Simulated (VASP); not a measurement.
## From VASP inputs to Ansatz: YN (strained rocksalt)

INCAR

```
LREAL = .FALSE.
GGA = PE
LCHARG = .TRUE.
SIGMA = 0.02
EDIFF = 1E-7
NELM = 120
IBRION = -1
NSW = 0
ENCUT = 520
PREC = Accurate
LWAVE = .FALSE.
ISIF = 2
NBANDS = 15
LELF = .TRUE.
ISMEAR = -1
LASPH = .TRUE.
```

KPOINTS

```
KPOINTS created by Atomic Simulation Environment
0
Gamma
10 10 10
0 0 0
```

KPOINTS_OPT

```
special points
7
Reciprocal
0.0000000000 0.0000000000 0.0000000000 1
0.5000000000 0.0000000000 0.5000000000 1
0.6250000000 0.2500000000 0.6250000000 1
0.3750000000 0.3750000000 0.7500000000 1
0.5000000000 0.5000000000 0.5000000000 1
0.5000000000 0.2500000000 0.7500000000 1
0.0000000000 0.5000000000 0.5000000000 1
```

POSCAR

```
Y  N
 1.0000000000000000
     0.0000000000000000    2.5214895869000000    2.5214895869000000
     2.5214895869000000    0.0000000000000000    2.5214895869000000
     2.5214895869000000    2.5214895869000000    0.0000000000000000
 Y   N
   1   1
Cartesian
  0.0000000000000000  0.0000000000000000  0.0000000000000000
  2.5214895869000000  2.5214895869000000  2.5214895869000000
```

VASP ran with the recommended PBE PAW datasets (16 valence electrons in the cell).

Question: Write an Ansatz input for this cell and level of theory.

Answer: 

```yaml
crystal:
  lattice:
    - [0.0, 2.5214895869, 2.5214895869]
    - [2.5214895869, 0.0, 2.5214895869]
    - [2.5214895869, 2.5214895869, 0.0]
  atoms:
    - { symbol: "Y", position: [0.0, 0.0, 0.0] }
    - { symbol: "N", position: [0.5, 0.5, 0.5] }
kpoints:
  mp_grid: { grid: [10, 10, 10] }
  band_path:
    path:
      - [0.0, 0.0, 0.0]
      - [0.5, 0.0, 0.5]
      - [0.625, 0.25, 0.625]
      - [0.375, 0.375, 0.75]
      - [0.5, 0.5, 0.5]
      - [0.5, 0.25, 0.75]
      - [0.0, 0.5, 0.5]
    npoints: 1
hamiltonian:
  xc: pbe
scf:
  occupations: { method: fermi_dirac, width: 0.02 }
  n_extra_bands: 4
output:
  forces: true
  stress: true
  eigenvalues: true
```

Other inputs would serve too.

```csv
,VASP,Ansatz
gap between bands v and c,0.33 eV,0.33 eV
least direct gap,0.78 eV,0.78 eV
pressure,-11.2 GPa,-11.1 GPa
```

The two codes use different PAW datasets and cutoffs. VASP's cell holds 16 valence electrons and Ansatz's 16. Ansatz's stress includes a Pulay correction; VASP's doesn't.
